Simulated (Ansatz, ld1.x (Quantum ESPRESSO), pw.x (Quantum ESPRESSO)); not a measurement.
**ruthenium: does the TM potential hold in the solid?**

```
Element                 : Ru
Generator               : ld1.x (Quantum ESPRESSO) 7.5
Type                    : norm-conserving Troullier–Martins (Kleinman–Bylander form)
Functional              : PBE
Relativity              : scalar-relativistic
Frozen core             : [Kr]
Valence charge          : 8
Reference configuration : 4d7 5s1 5p0
Partial waves           : 5s (bound): rc 2.30 bohr; 5p (bound, empty): rc 4.28 bohr; 4d (bound): rc 1.40 bohr; 4f channel at 0.45 Ry: rc 3.65 bohr
Local potential         : all-electron potential smoothed inside 3.10 bohr (lloc = -2)
Core correction         : Bessel-smoothed model core inside 1.15 bohr
```

Crystal test: fcc Ru in pw.x 7.5, no spin, 15³ k-points, Fermi–Dirac smearing 0.01 Ry, cutoffs 85/340 Ry. The reference is all-electron LAPW (Ansatz 0.2.0) with the same functional, mesh and smearing; V0 and B0 come from Birch–Murnaghan fits to the pressures at five volumes. Errors are pseudo minus all-electron; Δ is the rms difference of the E(V) curves that follow from these fits, minima aligned, over ±6 % about the mean V0. Mesh and smearing are coarse, so the numbers serve the comparison and aren't converged zero-temperature values; the lattice is a test structure that the element need not adopt.

All-electron: a0 = 3.812 Å (V0 = 13.85 Å³/atom), B0 = 303.1 GPa.

Task: How far does the potential miss the all-electron equation of state?

Result: mean pressure error (GPa): +15.72. The pressure does not cross zero within the volumes sampled, so no fit is given. The largest radius (4.28 bohr) exceeds half the bond length (2.54 bohr), so the spheres overlap, which is one possible source of error among others. This is a poor potential for the solid. Atomic configuration tests: 1 of 7 tests not solved or not reliable.

| V (Å³/atom) | P all-electron (GPa) | P pseudo (GPa) |
| --- | --- | --- |
| 13.123 | 18.67 | 37.23 |
| 13.469 | 9.10 | 26.09 |
| 13.814 | 0.83 | 16.41 |
| 14.159 | -6.32 | 7.98 |
| 14.505 | -12.49 | 0.67 |

Task: At the middle volume, how do free energy and pressure move when the wave cutoff is lowered (ecutrho kept at four times it)?

Result:

```json
{"cutoff (Ry)": "38", "shift of F (meV/atom)": "+2101.9", "shift of P (GPa)": "-98.47"}
{"cutoff (Ry)": "51", "shift of F (meV/atom)": "+209.6", "shift of P (GPa)": "-15.79"}
{"cutoff (Ry)": "68", "shift of F (meV/atom)": "+3.1", "shift of P (GPa)": "-0.51"}
```

The run at the middle volume (120 k-points, 7 iterations) took about 13 s on one core of a shared host (Neoverse-V2, 96 threads, 742 GiB, load 44).
